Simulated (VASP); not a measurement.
# TePb (Fm-3m) in VASP: further runs, part 2 of 2

VASP 6.6.1.

## 5. Band structure, PBE, spin-orbit coupling, no magnetisation

INCAR

```
ALGO = Fast
EDIFF = 1E-7
ENCUT = 520
GGA = PE
GGA_COMPAT = F
ISIF = 2
ISMEAR = 0
LASPH = T
LCHARG = F
LORBIT = 11
LREAL = F
LSORBIT = T
LWAVE = F
MAGMOM = 0 0 0 0 0 0
NBANDS = 32
NELM = 80
PREC = Accurate
SIGMA = 0.03
```

KPOINTS

```
k-points
0
Gamma
  6 6 6
```

POSCAR

```
TePb                                    
1.0
    0.0000000000      3.2218515830      3.2218515830
    3.2218515830      0.0000000000      3.2218515830
    3.2218515830      3.2218515830      0.0000000000
  Te              Pb            
     1     1
Direct
     0.5000000000000000    0.5000000000000000    0.5000000000000000
     0.0000000000000000    0.0000000000000000    0.0000000000000000
```

KPOINTS_OPT is that of step 4.

Potentials or basis: VASP PAW PBE potentials, release 64 (Te, Pb_d).

On the command line:

```sh
$ cat potpaw_PBE.64/Te/POTCAR potpaw_PBE.64/Pb_d/POTCAR > POTCAR
$ mpirun -np 1 vasp_ncl > vasp.out
```

OUTCAR:

```text
EDIFF = 1E-7
   ENCUT = 520
   GGA = PE
   ISIF = 2
   ISMEAR = 0
   LASPH = T
   LORBIT = 11
   LREAL = F
   LSORBIT = T
   NELM = 80
   PREC = Accurate

 ion  position               nearest neighbor table
   1  0.500  0.500  0.500-   2 3.22   2 3.22   2 3.22   2 3.22   2 3.22   2 3.22
   2  0.000  0.000  0.000-   1 3.22   1 3.22   1 3.22   1 3.22   1 3.22   1 3.22

  LATTYP: Found a face centered cubic cell.
 ALAT       =     6.4437031660

  Lattice vectors:

 A1 = (   0.0000000000,   3.2218515830,   3.2218515830)
 A2 = (   3.2218515830,   0.0000000000,   3.2218515830)
 A3 = (   3.2218515830,   3.2218515830,   0.0000000000)

Analysis of symmetry for initial positions (statically):
=====================================================================
 Subroutine PRICEL returns:
 Original cell was already a primitive cell.

 Routine SETGRP: Setting up the symmetry group for a
 face centered cubic supercell.

 Subroutine GETGRP returns: Found 48 space group operations
 (whereof 48 operations were pure point group operations)
 out of a pool of 48 trial point group operations.

The static configuration has the point symmetry O_h .

Analysis of symmetry for dynamics (positions and initial velocities):
=====================================================================
 Subroutine PRICEL returns:
 Original cell was already a primitive cell.

 Routine SETGRP: Setting up the symmetry group for a
 face centered cubic supercell.

 Subroutine GETGRP returns: Found 48 space group operations
 (whereof 48 operations were pure point group operations)
 out of a pool of 48 trial point group operations.

The dynamic configuration has the point symmetry O_h .

Analysis of structural, dynamic, and magnetic symmetry:
=====================================================================
 Subroutine PRICEL returns:
 Original cell was already a primitive cell.

 Routine SETGRP: Setting up the symmetry group for a
 face centered cubic supercell.

 Subroutine GETGRP returns: Found 48 space group operations
 (whereof 48 operations were pure point group operations)
 out of a pool of 48 trial point group operations.

The overall configuration has the point symmetry O_h .

 Subroutine INISYM returns: Found 48 space group operations
 (whereof 48 operations are pure point group operations),
 and found     1 'primitive' translations

----------------------------------------------------------------------------------------

                                     Primitive cell

  volume of cell :      66.8877

  direct lattice vectors                    reciprocal lattice vectors
     0.000000000  3.221851583  3.221851583    -0.155190265  0.155190265  0.155190265
[... 124 lines left out ...]
 Free energy of the ion-electron system (eV)
  ---------------------------------------------------
  ext. energy  EPLUGINS =         0.00000000
  ---------------------------------------------------
  free energy    TOTEN  =        -8.01842269 eV

  energy without entropy =       -8.01781230  energy(sigma->0) =       -8.01811749

 E-fermi :   5.8060     XC(G=0):  -9.3329

 val. band max:        5.8011268583   @ k =   0.5000   0.0000   0.0000
 cond. band min:       5.8109237122   @ k =   0.5000   0.0000   0.0000
 fundamental gap:      0.0097968540
 Fermi energy:         5.8060252852

 k-point     1 :       0.0000    0.0000    0.0000
  band No.  band energies     occupation
      1     -12.4328      1.00000
      2     -12.4328      1.00000
      3     -12.4328      1.00000
      4     -12.4328      1.00000
      5      -9.8815      1.00000
      6      -9.8815      1.00000
[... 549 lines left out ...]
     31      16.4780      0.00000
     32      16.4862      0.00000

------------------------ aborting loop because EDIFF is reached ----------------------------------------

  FORCE on cell =-STRESS in cart. coord.  units (eV):
  Direction    XX          YY          ZZ          XY          YZ          ZX
  --------------------------------------------------------------------------------------
  -------------------------------------------------------------------------------------
  Total        0.9916832      0.9916832      0.9916832      0.0000000      0.0000000      0.0000000
  in kB       23.7540106     23.7540106     23.7540106      0.0000000      0.0000000      0.0000000
  external PRESSURE =      23.7540106 kB  Pullay stress =       0.0000000 kB

 VOLUME and BASIS-vectors are now :
 -----------------------------------------------------------------------------
  energy-cutoff  :      520.00
  volume of cell :       66.89
      direct lattice vectors                 reciprocal lattice vectors
     0.000000000  3.221851583  3.221851583    -0.155190265  0.155190265  0.155190265
     3.221851583  0.000000000  3.221851583     0.155190265 -0.155190265  0.155190265
     3.221851583  3.221851583  0.000000000     0.155190265  0.155190265 -0.155190265

 POSITION                                       TOTAL-FORCE (eV/Angst)
 -----------------------------------------------------------------------------------
      3.22185      3.22185      3.22185         0.000000      0.000000      0.000000
      0.00000      0.00000      0.00000         0.000000      0.000000     -0.000000
 -----------------------------------------------------------------------------------
    total drift:                               -0.000000      0.000000      0.000000

  FREE ENERGIE OF THE ION-ELECTRON SYSTEM (eV)
  ---------------------------------------------------
  free  energy   TOTEN  =        -8.0184226867 eV

  energy  without entropy=       -8.0178123016  energy(sigma->0) =       -8.01811749

 Spin-Orbit-Coupling matrix elements

 Ion:    1  E_soc:     -0.2096851
 l=   1
     0.0000000    -0.0349873    -0.0349873
    -0.0349873     0.0000000    -0.0349873
    -0.0349873    -0.0349873     0.0000000
 l=   2
     0.0000000    -0.0000112     0.0000000    -0.0000112     0.0000510
    -0.0000112     0.0000000     0.0000383    -0.0000112     0.0000128
     0.0000000     0.0000383     0.0000000     0.0000383     0.0000000
    -0.0000112    -0.0000112     0.0000383     0.0000000     0.0000128
     0.0000510     0.0000128     0.0000000     0.0000128     0.0000000
 l=   3
     0.0000000     0.0000000     0.0000000     0.0000000     0.0000000     0.0000000     0.0000000
     0.0000000     0.0000000     0.0000000     0.0000000     0.0000000     0.0000000     0.0000000
     0.0000000     0.0000000     0.0000000     0.0000000     0.0000000     0.0000000     0.0000000
     0.0000000     0.0000000     0.0000000     0.0000000     0.0000000     0.0000000     0.0000000
     0.0000000     0.0000000     0.0000000     0.0000000     0.0000000     0.0000000     0.0000000
     0.0000000     0.0000000     0.0000000     0.0000000     0.0000000     0.0000000     0.0000000
     0.0000000     0.0000000     0.0000000     0.0000000     0.0000000     0.0000000     0.0000000

 Ion:    2  E_soc:     -0.9006582
 l=   1
     0.0000000    -0.0827017    -0.0827017
    -0.0827017     0.0000000    -0.0827017
    -0.0827017    -0.0827017     0.0000000
 l=   2
     0.0000000    -0.0134757     0.0000000    -0.0134757    -0.0539323
    -0.0134757     0.0000000    -0.0404492    -0.0134757    -0.0134831
     0.0000000    -0.0404492     0.0000000    -0.0404492     0.0000000
    -0.0134757    -0.0134757    -0.0404492     0.0000000    -0.0134831
    -0.0539323    -0.0134831     0.0000000    -0.0134831     0.0000000
 l=   3
     0.0000000     0.0000000     0.0000000     0.0000000     0.0000000     0.0000000     0.0000000
     0.0000000     0.0000000     0.0000000     0.0000000     0.0000000     0.0000000     0.0000000
     0.0000000     0.0000000     0.0000000     0.0000000     0.0000000     0.0000000     0.0000000
     0.0000000     0.0000000     0.0000000     0.0000000     0.0000000     0.0000000     0.0000000
     0.0000000     0.0000000     0.0000000     0.0000000     0.0000000     0.0000000     0.0000000
     0.0000000     0.0000000     0.0000000     0.0000000     0.0000000     0.0000000     0.0000000
     0.0000000     0.0000000     0.0000000     0.0000000     0.0000000     0.0000000     0.0000000

 total charge

# of ion       s       p       d       tot
------------------------------------------
    1        1.380   1.991   0.020   3.390
    2        1.448   0.612   9.834  11.895
--------------------------------------------------
tot          2.828   2.603   9.854  15.285

 magnetization (x)

# of ion       s       p       d       tot
------------------------------------------
    1        0.000   0.000  -0.000   0.000
    2       -0.000   0.000  -0.000  -0.000
--------------------------------------------------
tot         -0.000   0.000  -0.000  -0.000

 magnetization (y)

# of ion       s       p       d       tot
------------------------------------------
    1        0.000   0.000  -0.000   0.000
    2        0.000  -0.000  -0.000   0.000
--------------------------------------------------
tot          0.000   0.000  -0.000   0.000

 magnetization (z)

# of ion       s       p       d       tot
------------------------------------------
    1        0.000   0.000  -0.000   0.000
    2        0.000  -0.000  -0.000  -0.000
--------------------------------------------------
tot          0.000   0.000  -0.000  -0.000
```

It took 5.4 min on 1 thread of Intel Xeon 6975P-C (Granite Rapids), shared host; peak memory 0.4 GiB.

Results:

* Free energy: -8.0184 eV
* Pressure: 2.4 GPa
* Valence electrons inside the program's atomic spheres: Te 3.39; Pb 11.89

## 6. Summary

| level | potentials or basis | spin | k mesh | gap on the mesh (eV) | pressure (GPa) |
| --- | --- | --- | --- | --- | --- |
| PBE | VASP PAW PBE potentials, release 64 (Te, Pb_d) | off | 8 × 8 × 8 | 0.72 | 2.5 |
| LDA | VASP PAW LDA potentials, release 64 (Te, Pb_d) | off | 8 × 8 × 8 | 0.62 | -1.3 |
| r2SCAN | VASP PAW PBE potentials, release 64 (Te, Pb_d) | off | 8 × 8 × 8 | 1.00 | 1.9 |
| PBE | VASP PAW PBE potentials, release 64 (Te, Pb_d) | SOC, no magnetisation | 6 × 6 × 6 | - | 2.4 |

Alike in all rows: task band structure; cell as given; cutoff (eV) 520; smearing gaussian 0.03 eV.

Caveats: spin-orbit coupling is left out, which as a rule narrows the gap of such compounds by several tenths of an eV (some runs); the PAW data sets were made with another functional, which shifts forces and pressure a little (some runs).

Total energies depend on the potentials used, so only differences within one code and one set of settings carry meaning.

## 7. Comparison with measurements

Step 2. A measured gap of TePb is 0.19 eV (direct; 4.2 K; a printed reference work, monograph); the calculated 0.72 eV misses it by +0.53 eV. Spin-orbit coupling on Pb, Te is left out. The value is that of PBE, without temperature or zero-point motion.

Step 3. Against the measured gap of TePb, 0.19 eV (direct; 4.2 K; a printed reference work, monograph), the calculated 0.62 eV is off by +0.43 eV. Spin-orbit coupling on Pb, Te is left out. The value is that of LDA, without temperature or zero-point motion.

Step 4. Measured gap of TePb: 0.19 eV (direct; 4.2 K; a printed reference work, monograph). This calculation gives 1.00 eV (+0.81 eV). Spin-orbit coupling on Pb, Te is left out. The value is that of r2SCAN, without temperature or zero-point motion.
